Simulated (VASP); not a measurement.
Input of a VASP 6.6.1 run:

File INCAR:

```
SYSTEM = Cd
ALGO     = Fast           ! electronic algorithm
EDIFF    = 1E-7           ! SCF threshold, eV
ENCUT    = 520            ! plane-wave cutoff, eV
GGA      = PE             ! functional
GGA_COMPAT= .FALSE.      
ISIF     = 2              ! what is computed and relaxed
ISMEAR   = -1             ! smearing method
LASPH    = .TRUE.         ! aspherical terms in the spheres
LCHARG   = .FALSE.        ! write CHGCAR
LORBIT   = 11             ! projections on sites
LREAL    = .FALSE.        ! projectors in reciprocal space
LSORBIT  = .TRUE.         ! spin-orbit coupling
LWAVE    = .FALSE.        ! write WAVECAR
MAGMOM   = 0 0 0          ! initial moments
NELM     = 60             ! most SCF steps
PREC     = Accurate       ! precision mode
SIGMA    = 0.05           ! smearing width, eV
```

File KPOINTS:

```
k-points
0
G
  7 7 7
  0 0 0
```

Contents of POSCAR:

```
Cd
1.0
   -1.7843220000      1.7843220000      1.7843220000
    1.7843220000     -1.7843220000      1.7843220000
    1.7843220000      1.7843220000     -1.7843220000
Cd
1
Direct
    0.0000000000      0.0000000000      0.0000000000
```

Contents of KPOINTS_OPT:

```
path GHNGPH,PN
10
line-mode
reciprocal
 0.0000000000  0.0000000000  0.0000000000  G
 0.5000000000 -0.5000000000  0.5000000000  H

 0.5000000000 -0.5000000000  0.5000000000  H
 0.0000000000  0.0000000000  0.5000000000  N

 0.0000000000  0.0000000000  0.5000000000  N
 0.0000000000  0.0000000000  0.0000000000  G

 0.0000000000  0.0000000000  0.0000000000  G
 0.2500000000  0.2500000000  0.2500000000  P

 0.2500000000  0.2500000000  0.2500000000  P
 0.5000000000 -0.5000000000  0.5000000000  H

 0.2500000000  0.2500000000  0.2500000000  P
 0.0000000000  0.0000000000  0.5000000000  N
```

Potentials or basis: VASP PAW PBE potentials, release 64 (Cd).

Launch:

```bash
$ cat potpaw_PBE.64/Cd/POTCAR > POTCAR
$ mpirun -np 1 vasp_ncl > vasp.out
```

**Question.** What does it give for the pressure?

**Answer.** 0.9 GPa.
